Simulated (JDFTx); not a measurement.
Crystal: Sn.

```
Sn
1.0
    -1.72654    1.77555    2.33834
     1.72654   -1.77555    2.33834
     1.72654    1.77555   -2.33834
Sn
1
Direct
  0.00000 0.00000 0.00000
```

This isn't the form of Sn at room conditions, which is tetragonal (white tin).

```yaml
Program: JDFTx 1.7.0 (patched build)
Task: single point
Functional: PBE
Potentials_or_basis: PseudoDojo-SR-PBE-0.5-standard
Cutoff: 980 eV
Density_cutoff: 3918 eV
k_mesh: 11 × 11 × 11
Occupations: fermi-dirac, width 0.05 eV
Spin: no spin polarisation
```

On this cell: pressure -1.0 GPa; band gap on the k mesh none (metal or under the smearing width).

The same run follows on a disturbed copy (cell strained at random at fixed volume):

```xyz
1
Lattice="-1.6658 1.7656 2.2958 1.7444 -1.7991 2.3793 1.6824 1.8152 -2.3212" Properties=species:S:1:pos:R:3 pbc="T T T"
Sn   -0.0176    0.0062   -0.0314
```

Task: What changes?

Result: The energy (extrapolated to zero smearing) moves by +5.2 meV/atom; pressure -1.0 GPa; band gap on the k mesh none (metal or under the smearing width).

Stress tensor (GPa, compression positive):
```
-0.12 -0.02 -0.63
-0.02 -1.97  0.18
-0.63  0.18 -0.86
```
